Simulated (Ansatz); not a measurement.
# F: the cost of one run

Method: DFT PBEsol, scalar-relativistic, plane waves, PAW, in Ansatz 0.2.0.

3 further runs of the same task are left out: 2 that didn't finish, 1 set aside as unsound or not needed.

## (1) The structure to begin with

Symmetry: Cmce, No. 64, orthorhombic system. The conventional cell has a = 7.200 Å, b = 4.023 Å, c = 8.533 Å, α = 90.00°, β = 90.00°, γ = 90.00°. Br (site symmetry m) has 1 Br at 2.40 Å as nearest neighbours.

Structure file:

```
CELL_PARAMETERS angstrom
3.60006 -2.01162 0.00000
3.60006 2.01162 0.00000
0.00000 0.00000 8.53283
ATOMIC_POSITIONS crystal
Br 0.15413 0.84587 0.12009
Br 0.65413 0.34587 0.37991
Br 0.84587 0.15413 0.87991
Br 0.34587 0.65413 0.62009
```

This cell was relaxed beforehand with the same method: volume 30.90 Å³/atom, gap on the mesh 1.21 eV.

## (2) Br → F: the starting cell

The start of F: fractional positions of relaxed Br, cell scaled by 0.634, a guess from tabulated radii.

## (3) A first look at the start (F)

Input file input.yaml:

```yaml
crystal:
  lattice:
    - [2.2817389177, -1.2749797748, 0.0]
    - [2.2817389177, 1.2749797748, 0.0]
    - [0.0, 0.0, 5.4081637914]
  atoms:
    - { symbol: F, position: [0.154127685, 0.845872315, 0.1200893266] }
    - { symbol: F, position: [0.654127685, 0.345872315, 0.3799106734] }
    - { symbol: F, position: [0.845872315, 0.154127685, 0.8799106734] }
    - { symbol: F, position: [0.345872315, 0.654127685, 0.6200893266] }
basis:
  ecutwfc: 420
kpoints:
  mp_grid: { grid: [8, 8, 4] }
hamiltonian:
  xc: pbesol
scf:
  occupations: { method: gaussian, width: 0.1 }
output:
  forces: true
  stress: true
  eigenvalues: true
```

Run with:

```
$ ansatz run input.yaml --threads 1 --pin off --max-ram 2560MiB --backend cpu --events-out ev --progress --plain --runs-dir out
```

Q: Estimate wall time and peak memory on 1 thread of Arm Neoverse V1, shared host.

About 1.8 s, with a peak of 0.28 GiB.
